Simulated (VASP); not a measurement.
# TaN (P6_3mc) in VASP: single point with PBE

Aim: the single point of TaN with PBE.

All numbers are computed with VASP 6.6.1; they aren't measurements. Logs are shortened: lines on timing, memory, paths and dates and some standing lists are left out, and cuts for length are marked.

## (1) Starting point

It takes space group P6_3mc (No. 186, hexagonal). The conventional cell has a = 3.050 Å, b = 3.050 Å, c = 4.940 Å, α = 90.00°, β = 90.00°, γ = 120.00°. Ta (site symmetry 3m) is surrounded by 4 N at 1.85 to 1.90 Å. N (site symmetry 3m) is surrounded by 4 Ta at 1.85 to 1.90 Å.

## (2) Single point, PBE

File INCAR:

```
SYSTEM = TaN
ALGO = Fast
EDIFF = 1E-6
ENCUT = 520
GGA = PE
ISIF = 2
ISMEAR = 0
LASPH = .True.
LCHARG = .False.
LREAL = .False.
LWAVE = .False.
NBANDS = 24
NELM = 80
PREC = Accurate
SIGMA = 0.1
```

File KPOINTS:

```
k-points
0
Gamma
  6 6 4
  0 0 0
```

File POSCAR:

```
TaN
1.0
    3.0500010905      0.0000000000      0.0000000000
   -1.5250005453      2.6413784260      0.0000000000
    0.0000000000      0.0000000000      4.9400000000
Ta N
2 2
Direct
    0.3333333333      0.6666666667      0.0000000000
    0.6666666667      0.3333333333      0.5000000000
    0.3333333333      0.6666666667      0.3850000000
    0.6666666667      0.3333333333      0.8850000000
```

Potentials or basis: VASP PAW PBE potentials, release 64 (Ta_pv, N).

Command:

```bash
> cat potpaw_PBE.64/Ta_pv/POTCAR potpaw_PBE.64/N/POTCAR > POTCAR
> mpirun -np 1 vasp_std > vasp.out
```

OUTCAR:

```text
SYSTEM = TaN
   EDIFF = 1E-6
   ENCUT = 520
   GGA = PE
   ISIF = 2
   ISMEAR = 0
   LASPH = .True.
   LREAL = .False.
   NELM = 80
   PREC = Accurate

 ion  position               nearest neighbor table
   1  0.333  0.667  0.000-   4 1.85   4 1.85   4 1.85   3 1.90   2 3.03   2 3.03   2 3.03   2 3.03
                             2 3.03   2 3.03
   2  0.667  0.333  0.500-   3 1.85   3 1.85   3 1.85   4 1.90   1 3.03   1 3.03   1 3.03   1 3.03
                             1 3.03   1 3.03
   3  0.333  0.667  0.385-   2 1.85   2 1.85   2 1.85   1 1.90
   4  0.667  0.333  0.885-   1 1.85   1 1.85   1 1.85   2 1.90

  LATTYP: Found a hexagonal cell.
 ALAT       =     3.0500010905
 C/A-ratio  =     1.6196715520

  Lattice vectors:

 A1 = (   3.0500010905,   0.0000000000,   0.0000000000)
 A2 = (  -1.5250005453,   2.6413784260,   0.0000000000)
 A3 = (   0.0000000000,   0.0000000000,   4.9400000000)

Analysis of symmetry for initial positions (statically):
=====================================================================
 Subroutine PRICEL returns:
 Original cell was already a primitive cell.

 Routine SETGRP: Setting up the symmetry group for a
 hexagonal supercell.

 Subroutine GETGRP returns: Found 12 space group operations
 (whereof  6 operations were pure point group operations)
 out of a pool of 24 trial point group operations.

The static configuration has the point symmetry C_3v.
 The point group associated with its full space group is C_6v.

Analysis of symmetry for dynamics (positions and initial velocities):
=====================================================================
 Subroutine PRICEL returns:
 Original cell was already a primitive cell.

 Routine SETGRP: Setting up the symmetry group for a
 hexagonal supercell.

 Subroutine GETGRP returns: Found 12 space group operations
 (whereof  6 operations were pure point group operations)
 out of a pool of 24 trial point group operations.

The dynamic configuration has the point symmetry C_3v.
 The point group associated with its full space group is C_6v.

 Subroutine INISYM returns: Found 12 space group operations
 (whereof  6 operations are pure point group operations),
 and found     1 'primitive' translations

----------------------------------------------------------------------------------------

                                     Primitive cell

  volume of cell :      39.7977

  direct lattice vectors                    reciprocal lattice vectors
     3.050001090  0.000000000  0.000000000     0.327868735  0.189295103  0.000000000
    -1.525000545  2.641378426  0.000000000     0.000000000  0.378590205  0.000000000
     0.000000000  0.000000000  4.940000000     0.000000000  0.000000000  0.202429150

  length of vectors
     3.050001090  3.050001091  4.940000000     0.378590205  0.378590205  0.202429150

  position of ions in fractional coordinates (direct lattice)
     0.333333333  0.666666667  0.000000000
     0.666666667  0.333333333  0.500000000
     0.333333333  0.666666667  0.385000000
     0.666666667  0.333333333  0.885000000

  ion indices of the primitive-cell ions
   primitive index   ion index
                 1           1
                 2           2
                 3           3
                 4           4

----------------------------------------------------------------------------------------

 KPOINTS: k-points

Automatic generation of k-mesh.
 Grid dimensions read from file:
 generate k-points for:    6    6    4

 Generating k-lattice:

  Cartesian coordinates                     Fractional coordinates (reciprocal lattice)
     0.054644789  0.031549184  0.000000000     0.166666667  0.000000000  0.000000000
     0.000000000  0.063098368  0.000000000     0.000000000  0.166666667  0.000000000
     0.000000000  0.000000000  0.050607287     0.000000000  0.000000000  0.250000000

  Length of vectors
     0.063098368  0.063098368  0.050607287

  Shift w.r.t. Gamma in fractional coordinates (k-lattice)
     0.000000000  0.000000000  0.000000000

 Subroutine IBZKPT returns following result:
 ===========================================

 Found     21 irreducible k-points:

 Following reciprocal coordinates:
            Coordinates               Weight
  0.000000  0.000000  0.000000      1.000000
  0.166667  0.000000  0.000000      6.000000
  0.333333  0.000000  0.000000      6.000000
  0.500000 -0.000000  0.000000      3.000000
  0.166667  0.166667  0.000000      6.000000
  0.333333  0.166667  0.000000     12.000000
[... 13 lines left out ...]
  0.333333  0.166667  0.500000     12.000000
  0.333333  0.333333  0.500000      2.000000
   k-points           NKPTS =     21   k-points in BZ     NKDIM =     21   number of bands    NBANDS=     24
   number of dos      NEDOS =    301   number of ions     NIONS =      4
   total plane-waves  NPLWV =  23040
   dimension x,y,z NGX =    24 NGY =   24 NGZ =   40
   dimension x,y,z NGXF=    48 NGYF=   48 NGZF=   80
   ions per type =               2   2
   NGX,Y,Z   is equivalent  to a cutoff of  13.08, 13.08, 13.46 a.u.
   NGXF,Y,Z  is equivalent  to a cutoff of  26.16, 26.16, 26.92 a.u.
 SYSTEM =  TaN
   PREC   = accura    normal or accurate (medium, high low for compatibility)
   ISTART =      0    job   : 0-new  1-cont  2-samecut
   ICHARG =      2    charge: 1-file 2-atom 10-const
   ISPIN  =      1    spin polarized calculation?
   LNONCOLLINEAR =      F non collinear calculations
   LSORBIT =      F    spin-orbit coupling
   LASPH  =      T    aspherical Exc in radial PAW
   ENCUT  =  520.0 eV  38.22 Ry    6.18 a.u.   5.67  5.67  9.19*2*pi/ulx,y,z
   NELM   =     80;   NELMIN=  2; NELMDL= -5     # of ELM steps
   EDIFF  = 0.1E-05   stopping-criterion for ELM
   LREAL  =      F    real-space projection
   EDIFFG = 0.1E-04   stopping-criterion for IOM
   NSW    =      0    number of steps for IOM
   IBRION =     -1    ionic relax: 0-MD 1-quasi-New 2-CG
   NFREE  =      0    steps in history (QN), initial steepest desc. (CG)
   ISIF   =      2    stress and relaxation
   ISYM   =      2    0-nonsym 1-usesym 2-fastsym
   POTIM  = 0.5000    time-step for ionic-motion
   TEBEG  =    0.0;   TEEND  =   0.0 temperature during run
   PSTRESS=    0.0 pullay stress
   NELECT =      32.0000    total number of electrons
   NUPDOWN=      -1.0000    fix difference up-down
   EMIN   =  10.00;   EMAX   =-10.00  energy-range for DOS
   EFERMI =   0.00;   METHOD = LEGACY
   ISMEAR =     0;   SIGMA  =   0.10  broadening in eV -4-tet -1-fermi 0-gaus
   EFERMI_NEDOS =   21; number of points for ismear=-14 and -15
   IALGO  =     68    algorithm
   IMIX   =      4    mixing-type and parameters
     AMIX     =   0.40;   BMIX     =  1.00
     AMIX_MAG =   1.60;   BMIX_MAG =  1.00
  volume/ion in A,a.u.               =       9.95        67.14
  Fermi-wavevector in a.u.,A,eV,Ry     =   1.522319  2.876766 31.530886  2.317455
  Thomas-Fermi vector in A             =   2.630914
   LORBIT       =      0    0 simple, 1 ext, 2 COOP (PROOUT), +10 PAW based schemes
   GGA     = PE    functional components
   LHFCALC =     F    Hartree Fock is set to
   AEXX    =    0.0000 exact exchange contribution
   IVDW    =     0    specifies the selected vdW correction
   LEPSILON=     F    determine dielectric tensor
   LRPA    =     F    only Hartree local field effects (RPA)
 non-spin polarized calculation
 RMM-DIIS sequential band-by-band and
 Gauss-broadening in eV      SIGMA  =   0.10
  energy-cutoff  :      520.00
  volume of cell :       39.80
 maximum number of plane-waves:      1088
 NGX is ok and might be reduce to    24
   NGX = 11   NGY = 11   NGZ = 19

 number of electron      32.0000000 magnetization

 Free energy of the ion-electron system (eV)
  ---------------------------------------------------
  ext. energy  EPLUGINS =         0.00000000
  ---------------------------------------------------
  free energy    TOTEN  =       -37.62315944 eV

  energy without entropy =      -37.61550433  energy(sigma->0) =      -37.61933188

 E-fermi :   9.6927     XC(G=0): -13.5452

 val. band max:        9.6337504889   @ k =   0.1667   0.1667   0.5000
 cond. band min:       9.9799302852   @ k =   0.3333   0.0000   0.2500
 fundamental gap:      0.3461797963
 Fermi energy:         9.6926723293

 k-point     1 :       0.0000    0.0000    0.0000
  band No.  band energies     occupation
      1     -26.3463      2.00000
      2     -25.2307      2.00000
      3     -25.2307      2.00000
      4     -25.0396      2.00000
      5     -25.0396      2.00000
      6     -24.9923      2.00000
[... 16 lines left out ...]
     23      16.4682      0.00000
     24      16.4682      0.00000

 k-point     2 :       0.1667    0.0000    0.0000
  band No.  band energies     occupation
      1     -26.2527      2.00000
      2     -25.4941      2.00000
      3     -25.3386      2.00000
      4     -25.3073      2.00000
      5     -25.0845      2.00000
      6     -25.0389      2.00000
[... 16 lines left out ...]
     23      16.4560      0.00000
     24      17.8768      0.00000

 k-point     3 :       0.3333    0.0000    0.0000
  band No.  band energies     occupation
      1     -26.1573      2.00000
      2     -25.9154      2.00000
      3     -25.8156      2.00000
      4     -25.4516      2.00000
      5     -25.1784      2.00000
      6     -25.1776      2.00000
[... 16 lines left out ...]
     23      16.7067      0.00000
     24      18.0305      0.00000
[... 433 lines left out ...]
 k-point    20 :       0.3333    0.1667    0.5000
  band No.  band energies     occupation
      1     -26.2910      2.00000
      2     -26.2910      2.00000
      3     -25.5426      2.00000
      4     -25.5426      2.00000
      5     -25.2892      2.00000
      6     -25.2892      2.00000
[... 16 lines left out ...]
     23      17.1361      0.00000
     24      17.1361      0.00000

 k-point    21 :       0.3333    0.3333    0.5000
  band No.  band energies     occupation
      1     -26.2635      2.00000
      2     -26.2635      2.00000
      3     -25.7375      2.00000
      4     -25.7375      2.00000
      5     -25.2681      2.00000
      6     -25.2681      2.00000
[... 16 lines left out ...]
     23      17.4030      0.00000
     24      17.4030      0.00000

------------------------ aborting loop because EDIFF is reached ----------------------------------------

  FORCE on cell =-STRESS in cart. coord.  units (eV):
  Direction    XX          YY          ZZ          XY          YZ          ZX
  --------------------------------------------------------------------------------------
  -------------------------------------------------------------------------------------
  Total       37.1902615     37.1902615     30.6230513     -0.0000000      0.0000000      0.0000000
  in kB     1497.2083633   1497.2083633   1232.8251192     -0.0000000      0.0000000      0.0000000
  external PRESSURE =    1409.0806153 kB  Pullay stress =       0.0000000 kB

 VOLUME and BASIS-vectors are now :
 -----------------------------------------------------------------------------
  energy-cutoff  :      520.00
  volume of cell :       39.80
      direct lattice vectors                 reciprocal lattice vectors
     3.050001090  0.000000000  0.000000000     0.327868735  0.189295103  0.000000000
    -1.525000545  2.641378426  0.000000000     0.000000000  0.378590205  0.000000000
     0.000000000  0.000000000  4.940000000     0.000000000  0.000000000  0.202429150

 POSITION                                       TOTAL-FORCE (eV/Angst)
 -----------------------------------------------------------------------------------
     -0.00000      1.76092      0.00000         0.000000      0.000000      2.278458
      1.52500      0.88046      2.47000        -0.000000      0.000000      2.278458
     -0.00000      1.76092      1.90190         0.000000      0.000000     -2.278458
      1.52500      0.88046      4.37190        -0.000000      0.000000     -2.278458
 -----------------------------------------------------------------------------------
    total drift:                               -0.000000      0.000000      0.000444

  FREE ENERGIE OF THE ION-ELECTRON SYSTEM (eV)
  ---------------------------------------------------
  free  energy   TOTEN  =       -37.6231594359 eV

  energy  without entropy=      -37.6155043301  energy(sigma->0) =      -37.61933188
```

Run time: 30 s. Hardware: 1 thread of Intel Xeon Platinum 8259CL at 2.50GHz (Skylake/Cascade Lake), shared host; peak memory 0.16 GiB.

Results:

```
Free energy            : -37.6232 eV
Pressure               : 140.9 GPa
Largest force          : 2.278 eV/Å
Band gap on the k mesh : none (metal or under the smearing width)
```

Forces on the atoms (eV/Å):
```
Ta   0.000  0.000  2.278
Ta   0.000  0.000  2.278
N    0.000  0.000 -2.278
N    0.000  0.000 -2.278
```

Levels at points of the mesh, in eV from the Fermi level:
| k point | band 12 | band 13 | band 14 | band 15 | band 16 | band 17 | band 18 | band 19 | band 20 | band 21 |
| --- | --- | --- | --- | --- | --- | --- | --- | --- | --- | --- |
| (0.00, 0.00, 0.00) | -7.79 | -7.79 | -7.47 | -0.74 | -0.74 | -0.25 | 2.24 | 2.76 | 2.76 | 4.65 |
| (0.50, 0.00, 0.00) | -6.30 | -6.09 | -5.13 | -2.35 | -0.95 | 0.53 | 1.53 | 2.13 | 3.87 | 4.42 |
| (0.00, 0.00, 0.50) | -8.37 | -8.37 | -8.37 | 1.30 | 1.30 | 1.30 | 1.30 | 1.97 | 1.97 | 6.81 |
| (0.50, 0.00, 0.50) | -6.43 | -6.42 | -6.42 | -0.37 | -0.37 | 2.25 | 2.25 | 2.37 | 2.37 | 5.07 |

Caveat: the k mesh is coarse (spacing up to 0.40 Å⁻¹), so the values aren't converged; a pressure of tens of GPa on the cell as given is suspect, and the run, the potentials or the cell itself is likely at fault; forces of over 1 eV/Å show positions far from the minimum, so gaps and moduli don't describe the material at rest.
